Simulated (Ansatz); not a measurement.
# HgTe, single point

We look at HgTe: an experimental structure (space group F-43m), with 2 atoms per cell. Source: COD entry 9008850, which need not be the ambient phase.

These are results of Ansatz, DFT, PBE, PAW, plane waves, scalar-relativistic, not measurements.

Input:

```yaml
crystal:
  lattice:
    - [0.0, 3.2145, 3.2145]
    - [3.2145, 0.0, 3.2145]
    - [3.2145, 3.2145, 0.0]
  atoms:
    - { symbol: Hg, position: [0.0, 0.0, 0.0] }
    - { symbol: Te, position: [0.75, 0.75, 0.75] }
hamiltonian:
  xc: pbe
  pseudopotentials: { kind: paw }
basis:
  ecutwfc: 420
kpoints:
  mp_grid: { grid: [6, 6, 6] }
scf:
  occupations: { method: fermi_dirac, width: 0.03 }
  lower_state_search: "off"
  algorithm: density_mixing
  max_iter: 80
  mixing: { algorithm: anderson, ndim: 1, beta: 1.0, preconditioner: kerker }
output:
  forces: true
  stress: true
```

Command:
```sh
ansatz run input.yaml --threads 2 --pin off --max-ram 5120MiB --backend cpu --events-out ev --progress --plain --runs-dir out
```

What the program printed (shortened):

```
Pseudopotentials: kind: paw
Pseudopotential: Hg, paw, valence charge 20, recommended cutoff 420 eV (normal), Hg.paw.azcp
Pseudopotential: Te, paw, valence charge 16, recommended cutoff 420 eV (normal), Te.paw.azcp
Functional definition: PBE
Crystal: 2 atoms, lattice volume = 66.431 Å³
Basis set: ecut = 420 eV, 1291 PW (Γ), exchange–correlation on 64×64×64 points (8 copies of the dense FFT grid, shifted against one another)
Bands: 22, of which v1, the nominal top of the filled ones, is band 18 counted from 1 (17 counted from 0)
Symmetry: 24 space group operations
Space group: F-43m (ITA 216), of the structure as read, at distance tolerance 4.1e-5 Å
k-points: 16 of 216 (time reversal used)
Non-local potential: Hg, projectors of the file, l = 0: 3, l = 1: 2, l = 2: 2, l = 3: 1
Non-local potential: Te, projectors of the file, l = 0: 2, l = 1: 2, l = 2: 2, l = 3: 2
Initial density: superposition of atomic densities (neutral atoms: chi_scale 0, normalization atom), corrected by the library's trained network
Initial wavefunctions: pseudopotential atomic-orbital guess
Functional: x = pbe(κ = 0.804, μ = 0.2195149727645171), c = pbe(β = 0.06672455060314922)
SCF iter   1: F=—  HF=-20793.646230 eV  |F-HF|=—  |Δ(HF+E_count)|=         —  Δρ=1.04e-3  dr2=1.47e-3  ethr=1.77e-3  ⟨swp⟩=6.3  Hψ=1678  notcnv=0
SCF iter   2: F=—  HF=-20793.646188 eV  |F-HF|=—  |Δ(HF+E_count)|=   4.22e-5  Δρ=4.93e-4  dr2=2.63e-4  ethr=4.08e-6  ⟨swp⟩=3.3  Hψ=885  notcnv=0
SCF iter   3: F=—  HF=-20793.646212 eV  |F-HF|=—  |Δ(HF+E_count)|=   2.36e-5  Δρ=2.16e-4  dr2=6.50e-5  ethr=7.29e-7  ⟨swp⟩=2.4  Hψ=611  notcnv=0
SCF iter   4: F=—  HF=-20793.646236 eV  |F-HF|=—  |Δ(HF+E_count)|=   2.39e-5  Δρ=1.11e-4  dr2=2.17e-5  ethr=1.81e-7  ⟨swp⟩=2.8  Hψ=598  notcnv=0
SCF iter   5: F=—  HF=-20793.646248 eV  |F-HF|=—  |Δ(HF+E_count)|=   1.22e-5  Δρ=7.15e-5  dr2=8.35e-6  ethr=6.03e-8  ⟨swp⟩=2.7  Hψ=488  notcnv=0
SCF iter   6: F=—  HF=-20793.646254 eV  |F-HF|=—  |Δ(HF+E_count)|=   6.02e-6  Δρ=4.29e-5  dr2=3.38e-6  ethr=2.32e-8  ⟨swp⟩=2.0  Hψ=395  notcnv=0
SCF iter   7: F=—  HF=-20793.646257 eV  |F-HF|=—  |Δ(HF+E_count)|=   2.71e-6  Δρ=2.81e-5  dr2=1.39e-6  ethr=9.40e-9  ⟨swp⟩=2.0  Hψ=382  notcnv=0
SCF iter   8: F=—  HF=-20793.646258 eV  |F-HF|=—  |Δ(HF+E_count)|=   1.21e-6  Δρ=1.79e-5  dr2=5.78e-7  ethr=3.86e-9  ⟨swp⟩=2.0  Hψ=382  notcnv=0
SCF iter   9: F=—  HF=-20793.646258 eV  |F-HF|=—  |Δ(HF+E_count)|=   5.28e-7  Δρ=1.17e-5  dr2=2.41e-7  ethr=1.61e-9  ⟨swp⟩=2.0  Hψ=384  notcnv=0
SCF iter  10: F=—  HF=-20793.646259 eV  |F-HF|=—  |Δ(HF+E_count)|=   2.29e-7  Δρ=7.53e-6  dr2=1.01e-7  ethr=6.69e-10  ⟨swp⟩=2.0  Hψ=388  notcnv=0
SCF iter  11: F=-20793.646259 eV  HF=-20793.646259 eV  |F-HF|=5.73e-8  |Δ(HF+E_count)|=   9.79e-8  Δρ=4.89e-6  dr2=4.20e-8  ethr=2.78e-10  ⟨swp⟩=4.1  Hψ=1006  notcnv=0
SCF 1 converged in 11 iterations: F = -20793.646259 eV  dr2 = 4.20e-8
  greatest PAW one-centre occupation: 1.000 electrons in one spin orbital (limit 2), on the Hg atom at site 0 (counted from 0), in its partial waves of l = 0
SCF converged after 11 iterations
Stability not checked: this state was not tested for a lower state beside it, because the mixer in use, unlike msr1, does not test its closes by its own steps (another_mixer; see scf.mixing.algorithm and scf.lower_state_search)
Free energy (F): -20793.646259 eV
Harris-Foulkes:  -20793.646259 eV  (|F-HF|=5.73e-8)
Internal energy: -20793.645727 eV  (E = F + TS)
E sigma→0 (E₀):  -20793.645993 eV
Entropy (-TS):   -0.000532 eV (-0.266 meV/atom)
Fermi energy:    9.028921 eV
--- Per-component energies (eV) ---
  E_band       = -763.947058
  E_kinetic    = 785.096383
  E_local      = -4768.583728  (includes V_loc(G=0)·N_el)
  E_nonlocal   = -237.965053
  E_hartree    = 2322.623242
  E_xc         = -345.116466
  E_vxc        = -367.010179  (∫ρ·V_xc dr)
  E_paw        = -14606.643247  (= ΣΔE_a)
  E_vpaw       = -820.741854  (= ΣTr[D̂ρ^β])
  E_aug_tail   = 0.000753  (compensation charges beyond the density's cutoff)
  E_ewald      = -3943.057611
  E_smearing   = -0.000532  (= −TS)
  E_closure    = -0.000000  (closes the sum)
  Σ components = -20793.646259   (vs F -20793.646259, Δ=0.00e0)
--- Forces (eV/Å), atoms counted from 1 ---
  atom   1  Hg    -0.00000000     0.00000000     0.00000000
  atom   2  Te     0.00000000    -0.00000000     0.00000000
  max |Σ_I F_I| component: 7.86e-17 eV/Å
--- Stress (GPa, compression-positive) ---
        4.599827       0.000000      -0.000000
       -0.000000       4.599827       0.000000
       -0.000000       0.000000       4.599827
  P = ⅓ Tr σ = 4.5998 GPa (45.998 kbar)
```

The run took 0.5 s on 2 threads of AMD EPYC 9R45 96-Core Processor (Zen 5), on a shared host, peak memory 0.39 GiB.
